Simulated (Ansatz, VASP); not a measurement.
**Two plane-wave programs on Te**

```
Te
1.0
    -1.94065    1.94065    1.94065
     1.94065   -1.94065    1.94065
     1.94065    1.94065   -1.94065
Te
1
Cartesian
  0.0000 0.0000 0.0000
```

Alike in both runs: task single point; functional PBE; k mesh 16 × 16 × 16; occupations gaussian, width 0.1 eV; no spin polarisation.

|  | VASP | Ansatz |
| --- | --- | --- |
| version | VASP 6.6.1 | Ansatz 0.2.0 |
| potentials or method | VASP PAW PBE potentials, release 64 (Te) | scalar-relativistic, plane waves, PAW |
| plane-wave cutoff (eV) | 520 | 420 |
| valence electrons in the cell | 6 | 16 |

|  | VASP | Ansatz | Ansatz less VASP |
| --- | --- | --- | --- |
| gap on the k mesh at the Fermi level (eV) | none | none | - |
| pressure (GPa) | -1.4 | -1.4 | +0.10 |

A gap of «none» marks a metal or a gap that the smearing closes. The two sets of potentials don't hold the same shells in valence.

Spin-orbit coupling is left out, which matters for the levels of Te.
